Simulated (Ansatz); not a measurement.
**Hf2NS2 MXene monolayer in a perpendicular field**

Wanted: the out-of-plane response of the Hf2NS2 MXene monolayer. A positive field points along +c.

Main program and level: Ansatz 0.2.0; plane-wave DFT, PBE-D3(BJ), Ansatz PAW.

This is a report of a sequence of runs, with the program logs left out and the cost of each run kept.

## (1) The structure

The cell holds 5 atoms: 2 S, 2 Hf and 1 N. Cell: a = 3.217 Å, b = 3.217 Å, c = 43.448 Å, α = 90.0°, β = 90.0°, γ = 120.0°. Vacuum lies along c.

## (2) Relaxation

The starting cell is a guess, so the in-plane lattice and the atoms are relaxed first, with the slab cut off from its images along the normal.

input.yaml reads:

```yaml
crystal:
  lattice:
    - [3.2175, 0.0, 0.0]
    - [-1.60875, 2.7864367367, 0.0]
    - [0.0, 0.0, 43.4484494511]
  atoms:
    - { symbol: S, position: [0.3333333333, 0.6666666667, 0.4280935277] }
    - { symbol: Hf, position: [0.6666666667, 0.3333333333, 0.4707805504], spin: 1.0 }
    - { symbol: "N", position: [0.0, 0.0, 0.5] }
    - { symbol: Hf, position: [0.3333333333, 0.6666666667, 0.5292194496], spin: 1.0 }
    - { symbol: S, position: [0.6666666667, 0.3333333333, 0.5719064723] }
  periodic: [true, true, false]
magnetization:
  spin_polarized: true
kpoints:
  mp_grid: { grid: [12, 12, 1] }
hamiltonian:
  xc: pbe
  dispersion: d3bj
scf:
  occupations: { method: fermi_dirac, width: 0.05 }
  convergence: { dr2_threshold: 1.0e-09 }
relax:
  f_tol: 0.004
  max_steps: 90
  cell: {}
output:
  write_potential: true
  write_density: true
  volumetric_format: npy
```

The run is started by

```console
> ansatz run input.yaml --threads 4 --pin off --max-ram 6144MiB --backend cpu --events-out ev --progress --plain --runs-dir out
```

It took 1.9 min on 4 threads of Arm Neoverse V2, shared host; peak memory 1.3 GiB.

Relaxation path:

```
step  energy less that of the first step (eV)  largest force component (eV/Å)  volume (Å³)
   1                                   0.0000                          2.3956       389.53
   2                                  -0.7611                          0.7917       399.91
   3                                  -0.8492                          1.4343       439.06
   4                                  -0.9861                          0.1206       433.71
   5                                  -0.9914                          0.0645       431.00
   6                                  -0.9922                          0.0170       429.98
   7                                  -0.9923                          0.0001       430.00
  8*                                  -1.0050                          0.0031       430.00
   9                                  -1.0050                          0.0001       430.61
 10*                                  -1.0051                          0.0001       430.61
```

Relaxation steps marked * repeat the geometry before them on a plane-wave basis chosen anew for their cell, so energy and pressure can jump there.

The run keeps the 12 symmetry operations that the program found, so distortions that break them were not tested.

```
cell as run  before  after  change
      a (Å)   3.217  3.383  +5.1 %
      b (Å)   3.217  3.383  +5.1 %
```

The atoms that moved most (Å, along periodic axes as changes of fractional coordinates times the final cell, across vacuum about the mean position):

```
atom     dx     dy      dz  length
  S5  0.000  0.000  -0.289   0.289
  S1  0.000  0.000   0.289   0.289
 Hf4  0.000  0.000   0.005   0.005
 Hf2  0.000  0.000  -0.005   0.005
```

The relaxed structure:

```xyz
5
Lattice="3.3829 0.0000 0.0000 -1.6914 2.9297 0.0000 0.0000 0.0000 43.4484" Properties=species:S:1:pos:R:3
S     0.0000    1.9531   18.8892
Hf    1.6914    0.9766   20.4492
N     0.0000    0.0000   21.7242
Hf    0.0000    1.9531   22.9992
S     1.6914    0.9766   24.5593
```

This step gave:

| Item | Value |
| --- | --- |
| energy at zero smearing | -33639.9526 eV |

The lattice constant a goes from 3.217 to 3.383 Å.

## (3) Single point, field 0

A sawtooth potential applies the field, turning back in the middle of the vacuum. With the dipole correction the typed value is the field outside the slab. The induced dipole is small, so the SCF threshold is tight.

The cell differs from the one that the last finished run ended in (c 43.448 → 23.670 Å).

input.yaml reads:

```yaml
crystal:
  lattice:
    - [3.3828883401, 0.0, 0.0]
    - [-1.6914441701, 2.9296672407, 0.0]
    - [0.0, 0.0, 23.6700990949]
  atoms:
    - { symbol: S, position: [0.3333333333, 0.6666666667, 0.3802265451] }
    - { symbol: Hf, position: [0.6666666667, 0.3333333333, 0.4461341851] }
    - { symbol: "N", position: [0.0, 0.0, 0.5] }
    - { symbol: Hf, position: [0.3333333333, 0.6666666667, 0.5538658149] }
    - { symbol: S, position: [0.6666666667, 0.3333333333, 0.6197734549] }
kpoints:
  mp_grid: { grid: [18, 18, 1] }
  band_path:
    path: [[0, 0, 0], [0.5, 0, 0], [0.33333333, 0.33333333, 0], [0, 0, 0]]
    npoints: 16
hamiltonian:
  xc: pbe
  dispersion: d3bj
scf:
  occupations: { method: fermi_dirac, width: 0.05 }
  convergence: { dr2_threshold: 1.0e-10 }
efield:
  axis: 3
  dipole_correction: true
  ramp_position: 0.97
  ramp_width: 0.06
  amplitude: 0
output:
  dos: { projected: true, e_range: [-6, 5] }
  bader: true
  write_potential: true
  write_density: true
  volumetric_format: npy
  elf: true
```

Wall time 25 s (4 threads); peak memory 0.78 GiB; 97 s of CPU time.

This step gave:

```
energy at zero smearing   : -33639.9609 eV
work function, upper face : 5.569 eV
dipole along the normal   : -1.93e-7 e·Å
```

Running mean over a fixed 2.5 Å (it still follows the layers) of the planar mean; the ramp of the sawtooth is left out. The electron's electrostatic potential energy less the Fermi level by z:

```
z (Å)  electron's electrostatic potential energy less the Fermi level (eV)
  3.0                                                                 5.57
  3.5                                                                 5.57
  4.0                                                                 5.57
  4.5                                                                 5.57
  5.0                                                                 5.57
  5.5                                                                 5.56
  6.0                                                                 5.55
  6.5                                                                 5.47
  7.0                                                                 5.03
  7.5                                                                 3.44
  8.0                                                                 1.06
  8.5                                                                -1.33
  9.0                                                                -4.14
  9.5                                                                -7.29
 10.0                                                                -8.89
 10.5                                                                -9.22
 11.0                                                                -9.56
 11.5                                                                -9.61
 12.0                                                                -9.61
 12.5                                                                -9.61
 13.0                                                                -9.34
 13.5                                                                -9.03
 14.0                                                                -8.09
 14.5                                                                -5.25
 15.0                                                                -2.18
 15.5                                                                0.225
 16.0                                                                 2.67
 16.5                                                                 4.65
 17.0                                                                 5.39
 17.5                                                                 5.53
 18.0                                                                 5.56
 18.5                                                                 5.57
 19.0                                                                 5.57
 19.5                                                                 5.57
 20.0                                                                 5.57
 20.5                                                                 5.57
```

The density of states has structure finer than the step of the table below, so its rows give means over 0.2 eV. Peaks (eV: height): -4.81: 17.7, -4.73: 15.0, -4.43: 6.40, -4.04: 20.5, -3.38: 8.89, -2.94: 6.83, -2.17: 9.16.

Table of density of states by energy, zero at the Fermi level; means over each step:

```
energy (eV)  density of states (states/eV a cell)
       -5.8                                  1.14
       -5.6                                  1.66
       -5.4                                  3.44
       -5.2                                  3.85
       -5.0                                 0.928
       -4.8                                  9.95
       -4.6                                  1.63
       -4.4                                  3.75
       -4.2                                  2.07
       -4.0                                  8.91
       -3.8                                  1.41
       -3.6                                  1.27
       -3.4                                  3.96
       -3.2                                  4.27
       -3.0                                  3.81
       -2.8                                  4.95
       -2.6                                  3.75
       -2.4                                  4.89
       -2.2                                  5.71
       -2.0                                  3.99
       -1.8                                  3.26
       -1.6                                  2.08
       -1.4                                 0.753
       -1.2                                 0.497
       -1.0                                 0.980
       -0.8                                 0.966
       -0.6                                 0.886
       -0.4                                 0.958
       -0.2                                  1.02
        0.0                                  1.11
        0.2                                  1.28
        0.4                                  1.46
        0.6                                  1.21
        0.8                                  1.07
        1.0                                  1.49
        1.2                                  1.20
        1.4                                  1.21
        1.6                                  1.35
        1.8                                  2.43
```

Projected DOS per atom over height of the atomic layer and energy from the Fermi level. Layers: S Hf N Hf S from below.

Ten even steps from '_' (0.05 states/eV) to '@' (3.48 states/eV), each cell a mean:
```
__::__::__
__..__..__
__..__..__
__..__..__
__..__..__
__________
__________
__________
__________
..______..
--______--
++......++
==______==
==..__..==
==..__..==
..______..
==......==
::..__..::
__::@@::__
____::____
__..==..__
____..____
```
Columns: height of the atomic layer (Å) from 9 to 14.7 (not evenly spaced); rows upwards: energy from the Fermi level (eV) from -5.96 to 1.96.

The electronic bands at the labelled points (eV, zero at the Fermi level):

```
  point  band 31  band 32  band 33  band 34  band 35  band 36  band 37  band 38
      Γ    -1.85    -1.85    -0.74    -0.74     0.68     0.68     0.96     2.03
halfway    -2.85    -2.04    -2.04    -1.59    -0.52     1.95     2.09     2.30
      M    -3.41    -2.38    -2.19    -1.75    -1.13     1.72     3.56     3.76
halfway    -3.38    -3.00    -2.76    -2.40    -0.03     2.53     2.85     2.94
      K    -3.34    -3.34    -2.91    -2.91     1.54     1.54     2.15     3.92
halfway    -2.72    -2.58    -2.32    -2.05     0.45     0.79     2.81     3.01
      Γ    -1.85    -1.85    -0.74    -0.74     0.68     0.68     0.96     2.03
```

Electrostatic potential energy in the ca plane at fractional y = 0.333, with atoms of Hf and S within 0.2 Å of it. With pseudopotentials it is smooth inside the atoms' cores, unlike the true potential.

Ten even steps from '0' (-36 eV) to '9' (7 eV), each cell a mean:
```
99999999999999999999886423578887787557999999
99999999999999999999974000268888872003899999
99999999999999999999872000057888860110699999
99999999999999999999873000157888861001799999
99999999999999999999985201368888875225899999
99999999999999999999887655788876778778999999
99999999999999999998788888888765578999999999
99999999999999999998788888888765578999999999
99999999999999999998888777788766678889999999
```
Columns run along c (16.0 Å, from fractional 0.08 to 0.75 of the cell; values clipped at the 3rd and 97th percentile), rows up along a (3.4 Å). Atoms in or near the plane, at fractional coordinates: Hf at (0.45, 0.67), S at (0.62, 0.67).

Valence density in the ca plane at fractional y = 0.333, with atoms of Hf and S within 0.2 Å of it. It is the smooth field of the valence electrons, not physical close to the nuclei.

Values in e/Å³, 5 rows by 16 columns, each cell a mean:
```
 0  0  0  0  0  0  1  5  1  0  0  1  0  0  0  0
 0  0  0  0  0  0  2 21  2  0  0  1  1  0  0  0
 0  0  0  0  0  0  1  6  1  0  0  1  0  0  0  0
 0  0  0  0  0  0  0  0  0  0  0  0  0  0  0  0
 0  0  0  0  0  0  0  0  0  0  0  0  0  0  0  0
```
Columns run along c (16.0 Å, from fractional 0.14 to 0.81 of the cell), rows up along a (3.4 Å). Atoms in or near the plane, at fractional coordinates: Hf at (0.45, 0.67), S at (0.62, 0.67).

ELF in the ca plane at fractional y = 0.333, with atoms of Hf and S within 0.2 Å of it. It is the smooth field of the valence electrons, not physical close to the nuclei.

Values, 5 rows by 16 columns, each cell a mean:
```
0.00 0.00 0.00 0.00 0.07 0.32 0.30 0.59 0.25 0.19 0.45 0.77 0.82 0.34 0.02 0.00
0.00 0.00 0.00 0.00 0.01 0.08 0.32 0.83 0.36 0.23 0.62 0.30 0.87 0.52 0.05 0.00
0.00 0.00 0.00 0.00 0.07 0.32 0.31 0.61 0.25 0.18 0.46 0.76 0.82 0.35 0.02 0.00
0.00 0.00 0.00 0.02 0.31 0.71 0.62 0.18 0.44 0.22 0.19 0.43 0.28 0.04 0.00 0.00
0.00 0.00 0.00 0.02 0.32 0.73 0.64 0.18 0.45 0.22 0.17 0.40 0.25 0.04 0.00 0.00
```
Columns run along c (16.0 Å, from fractional 0.14 to 0.81 of the cell), rows up along a (3.4 Å). Atoms in or near the plane, at fractional coordinates: Hf at (0.45, 0.67), S at (0.62, 0.67).

The work function of the upper face is 5.57 eV.

## (4) Atoms held, field 0.1 V/Å

input.yaml, as its differences from that of step 3:

```diff
@@ -27,6 +27,4 @@
   ramp_width: 0.06
-  amplitude: 0
+  amplitude: 0.1
 output:
-  dos: { projected: true, e_range: [-6, 5] }
-  bader: true
   write_potential: true
@@ -34,2 +32 @@
   volumetric_format: npy
-  elf: true
```

The job ended after 15 s (4 threads; peak memory 0.74 GiB; 57 s of CPU time).

The dipole is 0.0406 e·Å.

## (5) Single point, field -0.1 V/Å

input.yaml, as its differences from that of step 4:

```diff
@@ -27,3 +27,3 @@
   ramp_width: 0.06
-  amplitude: 0.1
+  amplitude: -0.1
 output:
```

It took 15 s on 4 threads; peak memory 0.74 GiB.

The dipole is -0.0406 e·Å.

## (6) Single point, field 0.5 V/Å

input.yaml, as its differences from that of step 5:

```diff
@@ -27,3 +27,3 @@
   ramp_width: 0.06
-  amplitude: -0.1
+  amplitude: 0.5
 output:
```

The job ended after 16 s (4 threads; peak memory 0.74 GiB; 62 s of CPU time).

The dipole is 0.203 e·Å.

## (7) Single point, field -0.3 V/Å

input.yaml, as its differences from that of step 6:

```diff
@@ -27,4 +27,6 @@
   ramp_width: 0.06
-  amplitude: 0.5
+  amplitude: -0.3
 output:
+  dos: { projected: true, e_range: [-6, 5] }
+  bader: true
   write_potential: true
@@ -32 +34,2 @@
   volumetric_format: npy
+  elf: true
```

It took 25 s on 4 threads; peak memory 0.76 GiB.

The dipole is -0.122 e·Å.

## (8) Response, atoms held

This step: plane-wave DFT, PBE-D3(BJ), Ansatz PAW; response to a field along the normal, atoms held (Ansatz 0.2.0).

The dipoles give the slope, and the difference of two potentials shows where the field is screened.

This step gave:

| Item | Value |
| --- | --- |
| equivalent conductor thickness p/(ε₀AE) | 7.406 Å |
| distance between the outer atoms | 5.670 Å |

Dipole of the cell against applied field:

```
applied field (V/Å)  dipole of the cell (e·Å)
             -0.300                    -0.122
             -0.100                   -0.0406
              0.000                         0
              0.100                    0.0406
              0.500                     0.203
```

Local field over the applied field, running mean. From the potentials at -0.1 and 0.1 V/Å; running mean over 2.5 Å. Table of local field over applied field by z:

```
z (Å)  local field over applied field
  4.5                           0.999
  5.0                           0.998
  5.5                           0.993
  6.0                           0.978
  6.5                           0.937
  7.0                           0.841
  7.5                           0.688
  8.0                           0.511
  8.5                           0.332
  9.0                           0.179
  9.5                          0.0885
 10.0                          0.0566
 10.5                          0.0473
 11.0                          0.0500
 11.5                          0.0553
 12.0                          0.0560
 12.5                          0.0521
 13.0                          0.0472
 13.5                          0.0521
 14.0                          0.0728
 14.5                           0.140
 15.0                           0.275
 15.5                           0.449
 16.0                           0.629
 16.5                           0.794
 17.0                           0.912
 17.5                           0.968
 18.0                           0.990
 18.5                           0.997
 19.0                           0.999
 19.5                           1.000
```

Electrons, planar mean, per unit field. Induced electron density against z:

```
z (Å)  induced electron density (e/Å³ per V/Å)
  4.5                                   2.2e-6
  5.0                                   7.9e-6
  5.5                                   2.8e-5
  6.0                                   9.4e-5
  6.5                                   2.9e-4
  7.0                                   8.6e-4
  7.5                                  0.00215
  8.0                                  0.00374
  8.5                                  0.00258
  9.0                                   7.1e-4
  9.5                                   5.2e-4
 10.0                                  -5.7e-4
 10.5                                  -1.5e-4
 11.0                                   2.4e-4
 11.5                                   1.1e-4
 12.0                                   7.7e-5
 12.5                                  -3.8e-4
 13.0                                  -3.8e-6
 13.5                                   6.2e-4
 14.0                                  -1.2e-4
 14.5                                  -7.7e-4
 15.0                                 -0.00163
 15.5                                 -0.00378
 16.0                                 -0.00276
 16.5                                 -0.00120
 17.0                                  -4.3e-4
 17.5                                  -1.4e-4
 18.0                                  -4.2e-5
 18.5                                  -1.2e-5
 19.0                                  -3.4e-6
 19.5                                  -9.4e-7
```

By hand: between -0.1 and 0.1 V/Å the dipole changes by 0.08113 e·Å, a slope of 0.4057 e·Å²/V. A perfect conductor of thickness t has p = ε₀AEt, so t = 180.95 × 0.4057 / 9.911 = 7.41 Å (e/ε₀ = 180.95 V·Å, A in Å²).

The induced dipole is that of a conductor 7.41 Å thick.

## (9) Relaxing in the field, field 0.1 V/Å

This step: plane-wave DFT, PBE-D3(BJ), Ansatz PAW (Ansatz 0.2.0).

Now the atoms may follow the field. A weak field makes forces of meV/Å to tens of meV/Å, so the force tolerance is set well below the usual one.

input.yaml, the sections that differ from step 7:

```yaml
kpoints:
  mp_grid: { grid: [12, 12, 1] }
efield:
  axis: 3
  dipole_correction: true
  ramp_position: 0.97
  ramp_width: 0.06
  amplitude: 0.1
relax:
  f_tol: 0.001
  max_steps: 60
output:
  write_potential: true
  write_density: true
  volumetric_format: npy
# crystal, hamiltonian, scf: as in step 7
```

The job ended after 14 s (4 threads; peak memory 0.59 GiB; 53 s of CPU time).

Hardly anything moved in the relaxation; the energy changed by under 0.2 meV an atom.

Read from the output:

| Quantity | Value |
| --- | --- |
| energy at zero smearing | -33639.9563 eV |
| dipole along the normal | 0.04091 e·Å |

The relaxation took 4 steps and lowered the energy by 1.8e-5 eV; the largest force on the free atoms ends at 9.5e-4 eV/Å.

The dipole is 0.0409 e·Å.

(Part 1 of 2 ends here.)

[Long decimals in the printed logs are rounded to 6 places.]

[Logs are printed without paths, hosts, clocks, repeated set-up lines and the standing remarks that a program may print on its own settings, such as how far it seeks lower states.]

[Hosts, paths, dates, database ids (printed as entryN), source tags and the programs' standing remarks are cut or masked in the printed files.]

[Maps of the electrostatic potential energy from Ansatz leave out the sawtooth potential of an applied field or a dipole correction, so their vacuum need not be flat; planar profiles and work functions include it.]

[The density of states shown here was stored with 400 of the rows of the run's finer table, so its peaks can read low, often by over a quarter, or be missed, and its means over a window can be off by a tenth or more.]
